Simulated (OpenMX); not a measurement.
Runs of OpenMX 3.8.5 on Re. The structure is hexagonal, space group P6_3/mmc (No. 194). Conventional cell: a = 2.766 Å, b = 2.766 Å, c = 8.939 Å, α = 90.00°, β = 90.00°, γ = 120.00°. Re (site symmetry -6m2) is surrounded by 12 Re at 2.75 to 2.77 Å. Re (site symmetry -3m) has 12 Re at 2.75 to 2.77 Å as nearest neighbours. 

| task | level | potentials or basis | spin | k mesh | SCF threshold | grid points, held for all volumes | max SCF cycles | pressure (GPa) | V0 of scaled cells (Å³/atom) | B0 (GPa) | largest force (eV/Å) |
| --- | --- | --- | --- | --- | --- | --- | --- | --- | --- | --- | --- |
| equation of state | PBE | OpenMX 2013 PBE set, Re7.0-s3p2d2, fixed grid of 28 × 28 × 108 points | off | 11 × 11 × 3 | 1e-08 Ha | 28 × 28 × 108 | - | - | (a) | 364 | - |
| equation of state | LDA | OpenMX 2013 LDA set, Re7.0-s3p2d2f1, fixed grid of 28 × 28 × 108 points | off | 11 × 11 × 3 | 1e-08 Ha | 28 × 28 × 108 | - | - | (b) | 417 | - |
| band structure | PBE | OpenMX 2013 PBE set, Re7.0-s3p2d2f1, grid cutoff 400 Ry | off | 11 × 11 × 3 | 1e-08 Ha | - | 100 | 3.0 | - | - | 0.04 |
| band structure | LDA | OpenMX 2013 LDA set, Re7.0-s3p2d2f1, grid cutoff 400 Ry | off | 11 × 11 × 3 | 1e-08 Ha | - | 100 | -12.8 | - | - | 0.04 |
| band structure | PBE | OpenMX 2013 PBE set, Re7.0-s3p2d2f1, grid cutoff 400 Ry | non-collinear, zero start, SOC | 9 × 9 × 3 | 1e-07 Ha | - | 160 | - | - | - | 0.04 |
| band structure | PBE | OpenMX 2013 PBE set, Re7.0-s3p2d2, grid cutoff 400 Ry | off | 11 × 11 × 3 | 1e-08 Ha | - | 100 | 6.1 | - | - | 0.04 |

Alike in all rows: cell as given; smearing fermi-dirac 0.05 eV.

Problem. Fill in the values left out.

Solution. (a) 15.05; (b) 14.33.

Caveats: the basis of atomic orbitals isn't converged, which shifts pressures, moduli and gaps; volumes in these bases differ from converged ones by about 1 %, for some elements by several (some runs); the cell was scaled at fixed shape and fractional positions, which overstates the stiffness of a crystal with free parameters, most of all of layers and chains (some runs); total energies with and without spin-orbit coupling shouldn't be compared in this program (some runs).

Not every run made on this cell is shown here.
